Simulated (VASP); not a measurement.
# ZnO (P6_3mc) in VASP: electric field gradients with PBE

Aim: the electric field gradients of ZnO with PBE.

Program: VASP 6.6.1. These are calculated values, not measurements. Logs are shortened: lines on timing, memory, paths and dates and some standing lists are left out, and cuts for length are marked.

**Measured values to compare with.**

From “Electronic structure of alkaline earth and post-transition metal oxides”, 2009, arxiv:0908.1581, for a bulk crystal of ZnO: band gap 3.37 eV.

The runs below are set against these values where they give the same quantity.

## (1) The crystal as given

The structure is hexagonal, space group P6_3mc (No. 186). Conventional cell: a = 3.249 Å, b = 3.249 Å, c = 5.204 Å, α = 90.00°, β = 90.00°, γ = 120.00°. Zn (site symmetry 3m) is surrounded by 4 O at 1.97 to 1.99 Å. O (site symmetry 3m) has 4 Zn at 1.97 to 1.99 Å as nearest neighbours.

## (2) Electric field gradients, PBE

File INCAR:

```
PREC = Accurate
ENCUT = 520
EDIFF = 1E-8
ISMEAR = -1
SIGMA = 0.01
LREAL = False
LASPH = True
NELM = 100
ALGO = Normal
ISIF = 2
LWAVE = False
LCHARG = False
GGA = PE
LEFG = True
NBANDS = 26
```

File KPOINTS:

```
Automatic mesh
0
Gamma
  8 8 5
```

File POSCAR:

```
ZnO
1.0
    3.2493987239      0.0000000000      0.0000000000
   -1.6246993619      2.8140618419      0.0000000000
    0.0000000000      0.0000000000      5.2038000000
Zn O
2 2
Direct
    0.3333333333      0.6666666667      0.0000000000
    0.6666666667      0.3333333333      0.5000000000
    0.3333333333      0.6666666667      0.3821000000
    0.6666666667      0.3333333333      0.8821000000
```

Potentials or basis: VASP PAW PBE potentials, release 64 (Zn, O).

Started as:

```bash
$ cat potpaw_PBE.64/Zn/POTCAR potpaw_PBE.64/O/POTCAR > POTCAR
$ mpirun -np 1 vasp_std > vasp.out
```

OUTCAR:

```text
PREC = Accurate
   ENCUT = 520
   EDIFF = 1E-8
   ISMEAR = -1
   LREAL = False
   LASPH = True
   NELM = 100
   ISIF = 2
   GGA = PE

 ion  position               nearest neighbor table
   1  0.333  0.667  0.000-   4 1.97   4 1.97   4 1.97   3 1.99
   2  0.667  0.333  0.500-   3 1.97   3 1.97   3 1.97   4 1.99
   3  0.333  0.667  0.382-   2 1.97   2 1.97   2 1.97   1 1.99
   4  0.667  0.333  0.882-   1 1.97   1 1.97   1 1.97   2 1.99

  LATTYP: Found a hexagonal cell.
 ALAT       =     3.2493987239
 C/A-ratio  =     1.6014655148

  Lattice vectors:

 A1 = (   3.2493987239,   0.0000000000,   0.0000000000)
 A2 = (  -1.6246993619,   2.8140618419,   0.0000000000)
 A3 = (   0.0000000000,   0.0000000000,   5.2038000000)

Analysis of symmetry for initial positions (statically):
=====================================================================
 Subroutine PRICEL returns:
 Original cell was already a primitive cell.

 Routine SETGRP: Setting up the symmetry group for a
 hexagonal supercell.

 Subroutine GETGRP returns: Found 12 space group operations
 (whereof  6 operations were pure point group operations)
 out of a pool of 24 trial point group operations.

The static configuration has the point symmetry C_3v.
 The point group associated with its full space group is C_6v.

Analysis of symmetry for dynamics (positions and initial velocities):
=====================================================================
 Subroutine PRICEL returns:
 Original cell was already a primitive cell.

 Routine SETGRP: Setting up the symmetry group for a
 hexagonal supercell.

 Subroutine GETGRP returns: Found 12 space group operations
 (whereof  6 operations were pure point group operations)
 out of a pool of 24 trial point group operations.

The dynamic configuration has the point symmetry C_3v.
 The point group associated with its full space group is C_6v.

 Subroutine INISYM returns: Found 12 space group operations
 (whereof  6 operations are pure point group operations),
 and found     1 'primitive' translations

----------------------------------------------------------------------------------------

                                     Primitive cell

  volume of cell :      47.5836

[... 138 lines left out ...]
  energy without entropy =      -17.82198395  energy(sigma->0) =      -17.82198395

 E-fermi :   1.4440     XC(G=0): -10.9128

 val. band max:        1.2085401223   @ k =   0.0000   0.0000   0.0000
 cond. band min:       1.9979180877   @ k =   0.0000   0.0000   0.0000
 fundamental gap:      0.7893779654
 Fermi energy:         1.4440453263

 k-point     1 :       0.0000    0.0000    0.0000
  band No.  band energies     occupation
      1     -16.8864      2.00000
      2     -16.1569      2.00000
      3      -4.4995      2.00000
      4      -4.4995      2.00000
      5      -4.4125      2.00000
      6      -4.4038      2.00000
[... 685 lines left out ...]
     25      14.7796      0.00000
     26      15.0086      0.00000

 [... further k-points ...]

------------------------ aborting loop because EDIFF is reached ----------------------------------------

  FORCE on cell =-STRESS in cart. coord.  units (eV):
  Direction    XX          YY          ZZ          XY          YZ          ZX
  --------------------------------------------------------------------------------------
  -------------------------------------------------------------------------------------
  Total        1.7576559      1.7576559      1.8340498      0.0000000     -0.0000000      0.0000000
  in kB       59.1816680     59.1816680     61.7539095      0.0000000     -0.0000000      0.0000000
  external PRESSURE =      60.0390818 kB  Pullay stress =       0.0000000 kB

 VOLUME and BASIS-vectors are now :
 -----------------------------------------------------------------------------
  energy-cutoff  :      520.00
  volume of cell :       47.58
      direct lattice vectors                 reciprocal lattice vectors
     3.249398724  0.000000000  0.000000000     0.307749244  0.177679109  0.000000000
    -1.624699362  2.814061842  0.000000000     0.000000000  0.355358217  0.000000000
     0.000000000  0.000000000  5.203800000     0.000000000  0.000000000  0.192167262

 POSITION                                       TOTAL-FORCE (eV/Angst)
 -----------------------------------------------------------------------------------
     -0.00000      1.87604      0.00000        -0.000000      0.000000      0.032700
      1.62470      0.93802      2.60190         0.000000      0.000000      0.032700
     -0.00000      1.87604      1.98837         0.000000      0.000000     -0.032700
      1.62470      0.93802      4.59027        -0.000000      0.000000     -0.032700
 -----------------------------------------------------------------------------------
    total drift:                               -0.000000     -0.000000     -0.000069

  FREE ENERGIE OF THE ION-ELECTRON SYSTEM (eV)
  ---------------------------------------------------
  free  energy   TOTEN  =       -17.8219839514 eV

  energy  without entropy=      -17.8219839514  energy(sigma->0) =      -17.82198395

 Electric field gradients (V/A^2)
---------------------------------------------------------------------
 ion       V_xx      V_yy      V_zz      V_xy      V_xz      V_yz
---------------------------------------------------------------------
   1      -3.809    -3.810     7.620    -0.001     0.000    -0.000
   2      -3.809    -3.810     7.620    -0.001    -0.000     0.000
   3       1.659     1.655    -3.314    -0.004     0.000    -0.000
   4       1.659     1.655    -3.314    -0.004    -0.000     0.000
---------------------------------------------------------------------

 Electric field gradients after diagonalization (V/A^2)
 (convention: |V_zz| > |V_xx| > |V_yy|)
----------------------------------------------------------------------
 ion       V_xx      V_yy      V_zz     asymmetry (V_yy - V_xx)/ V_zz
----------------------------------------------------------------------
   1      -3.811    -3.809     7.620       0.000
   2      -3.811    -3.809     7.620       0.000
   3       1.661     1.652    -3.314       0.003
   4       1.661     1.652    -3.314       0.003
----------------------------------------------------------------------

           NMR quadrupolar parameters

 Cq : quadrupolar parameter    Cq=e*Q*V_zz/h
 eta: asymmetry parameters     (V_yy - V_xx)/ V_zz
 Q  : nuclear electric quadrupole moment in mb (millibarn)
----------------------------------------------------------------------
 ion       Cq(MHz)       eta       Q (mb)
----------------------------------------------------------------------
   1       0.018       0.000       1.000
   2       0.018       0.000       1.000
   3      -0.008       0.003       1.000
   4      -0.008       0.003       1.000
----------------------------------------------------------------------
```

Run time: 44 s. Hardware: 1 thread of Intel Xeon Platinum 8488C (Sapphire Rapids), shared host; peak memory 0.17 GiB.

Results:

- Free energy: -17.8220 eV
- Pressure: 6.0 GPa
- Largest force: 0.033 eV/Å
- Band gap on the k mesh: 0.79 eV, direct

Forces on the atoms (eV/Å):
```
Zn   0.000  0.000  0.033
Zn   0.000  0.000  0.033
O    0.000  0.000 -0.033
O    0.000  0.000 -0.033
```

Stress tensor (GPa, compression positive):
```
5.92 0.00 0.00
0.00 5.92 0.00
0.00 0.00 6.18
```

Electric field gradients, principal values (V/Å²):
```tsv
atom	Vxx	Vyy	Vzz
1 Zn	-3.809	-3.811	7.620
2 Zn	-3.809	-3.811	7.620
3 O	1.652	1.661	-3.314
4 O	1.652	1.661	-3.314
```

## (3) How close it comes

Step 2. Measured gap of ZnO: 3.37 eV (quoted in “Electronic structure of alkaline earth and post-transition metal oxides”, 2009, arxiv:0908.1581). This calculation gives 0.79 eV (-2.58 eV). So large a miss can be the level of theory's own, or it may mean another phase, state or a wrong row. The value is that of PBE, without temperature or zero-point motion. Semilocal functionals fall short of measured gaps as a rule.
